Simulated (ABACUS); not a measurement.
Runs of ABACUS 3.10.1 on Fe. The structure is cubic, space group Im-3m (No. 229). The conventional cell has a = 2.886 Å, b = 2.886 Å, c = 2.886 Å, α = 90.00°, β = 90.00°, γ = 90.00°. Fe (site symmetry m-3m) has 8 Fe at 2.50 Å as nearest neighbours. 

```tsv
cell	gap on the mesh (eV)	pressure (GPa)	moment (μB)
cell strained by +0.06 along c	none	(b)	2.57
cell strained by +0.03 along c	none	(a)	2.56
cell strained by -0.03 along c	none	-1.6	2.36
as given	none	-3.8	2.52
cell strained by -0.06 along c	none	3.6	2.26
```

Alike in all rows: task single point; level PBE; potentials or basis PseudoDojo NC SR 0.4.1 PBE standard, plane waves; spin collinear, ferromagnetic start; k mesh 9 × 9 × 9; cutoff (eV) 1225; smearing fermi-dirac 0.05 eV.

Task: Fill in the values left out.

Result: (a) -7.9; (b) -11.7.

A gap of «none» marks a metal or a gap under the smearing width.
